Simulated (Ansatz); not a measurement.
Runs of Ansatz 0.2.0 on La. The structure is cubic, space group Im-3m (No. 229). The conventional cell has a = 4.248 Å, b = 4.248 Å, c = 4.248 Å, α = 90.00°, β = 90.00°, γ = 90.00°. La (site symmetry m-3m) has 8 La at 3.68 Å as nearest neighbours. This isn't the form of La at room conditions, which is double hcp.

| task | level | potentials or basis | spin | cell | k mesh | cutoff (eV) | smearing | other keys | gap on the mesh (eV) | pressure (GPa) |
| --- | --- | --- | --- | --- | --- | --- | --- | --- | --- | --- |
| electron localisation function | RPBE+D3(BJ) | PseudoDojo stringent (PBEsol files) | off | as given | 9 × 9 × 9 | 1497 | fermi-dirac 0.05 eV | hamiltonian.xc = rpbe; scf.eigensolver.kind = davidson | none | (a) |
| relaxation of cell and atoms | PBE | PseudoDojo stringent (PBE files) | SOC, no magnetisation | relaxed | 9 × 9 × 9 | 1497 | fermi-dirac 0.025 eV | - | - | 0.0 |
| single point | r2SCAN0+D4 | Ansatz PAW earlier set | off | as given | 6 × 6 × 6 | 600 | fermi-dirac 0.01 eV | - | none | 1.4 |
| density of states | wPBEh | SSSP precision PAW | off | as given | 6 × 6 × 6 | 544 | fermi-dirac 0.05 eV | - | none | 1.7 |

Fill in the values left out.

(a) -19.3.

Caveats: pairwise dispersion overbinds metals, which lowers pressure and volume (some runs); the magnetic or orbital state may not be the lowest (some runs); the thresholds are loose for stress (some runs); the potentials were made for another functional, which shifts forces and pressure (some runs); so large a pressure means that the cell lies far from this level's equilibrium, or that cutoff or potentials fall short (some runs); the plane-wave basis is chosen anew once the cell has moved, so the energies of steps on either side of that aren't comparable (some runs); the PAW data sets come from PBE, with cores solved anew for the run's functional, which leaves a small shift of forces and pressure (some runs).

A k mesh can miss the band edges, and rows without SOC leave out spin-orbit coupling on La.

A gap of «none» marks a metal or a gap under the smearing width.
